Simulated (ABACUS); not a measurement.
Write the native input for ABACUS 3.10.1 that does the following.

```yaml
Task: relaxation of cell and atoms
Functional: LDA
Potentials_or_basis: GBRV ultrasoft 1.5 LDA
Cutoff: 544 eV
Density_cutoff: 4354 eV
Basis: plane waves
k_mesh: 10 × 10 × 10
Occupations: fermi-dirac, width 0.05 eV
Spin: no spin polarisation
Max_steps_of_the_relaxation: 60
Force_threshold: 0.01 eV/Å
Optimiser: cg
Stress_threshold: 1 kbar
Radial_cutoff_of_the_potentials_pseudo_rcut: 10 bohr
SCF_threshold_on_the_density: 1e-08
Max_SCF_steps: 100
Eigensolver: dav
Mixing: broyden
Mixing_share: 0.7
Symmetry_key: 1
Bands: 12
```

Pd:

```
Pd
1.0
     0.00000    1.94650    1.94650
     1.94650    0.00000    1.94650
     1.94650    1.94650    0.00000
Pd
1
Direct
  0.00000 0.00000 0.00000
```

One way to write it, as run:

INPUT

```
INPUT_PARAMETERS
suffix              Pd
calculation         cell-relax
basis_type          pw
pseudo_dir          ./
symmetry            1
dft_functional      pz
ecutwfc             40
pseudo_rcut         10
nspin               1
nbands              12
ks_solver           dav
smearing_method     fd
smearing_sigma      0.00367493
scf_thr             1e-08
scf_nmax            100
mixing_type         broyden
mixing_beta         0.7
cal_force           1
cal_stress          1
ecutrho             320
relax_nmax          60
force_thr_ev        0.01
relax_method        cg
out_stru            1
stress_thr          1
kpar                4
```

STRU

```
ATOMIC_SPECIES
Pd 106.4200 pd_lda_v1.4.uspp.F.UPF

LATTICE_CONSTANT
1.8897261246

LATTICE_VECTORS
0.0000000000 1.9465000000 1.9465000000
1.9465000000 0.0000000000 1.9465000000
1.9465000000 1.9465000000 0.0000000000

ATOMIC_POSITIONS
Direct

Pd
0.0
1
0.0000000000 0.0000000000 0.0000000000 1 1 1
```

KPT

```
K_POINTS
0
Gamma
10 10 10 0 0 0
```

Potentials or basis: GBRV ultrasoft 1.5 LDA, plane waves.

Run with:

```bash
$ OMP_NUM_THREADS=1 mpirun -np 4 abacus > log
```

It gave:

| Property | Result |
| --- | --- |
| Relaxed volume | 14.21 Å³/atom |
| Relaxed cell | a = 2.719 Å, b = 2.719 Å, c = 2.719 Å, α = 60.00°, β = 60.00°, γ = 60.00° |
| Space group after relaxing (to 0.05 Å) | Fm-3m (No. 225) |
| Energy gained by relaxing | 13.2 meV/atom |
| Ionic steps | 4 |
| Pressure after relaxing | 0.0 GPa |
| Band gap on the k mesh | none (metal or under the smearing width) |

Run time: 7.9 s on 4 MPI ranks on AMD EPYC 9R45 (Zen 5), on a shared host, peak memory 0.36 GiB a rank.
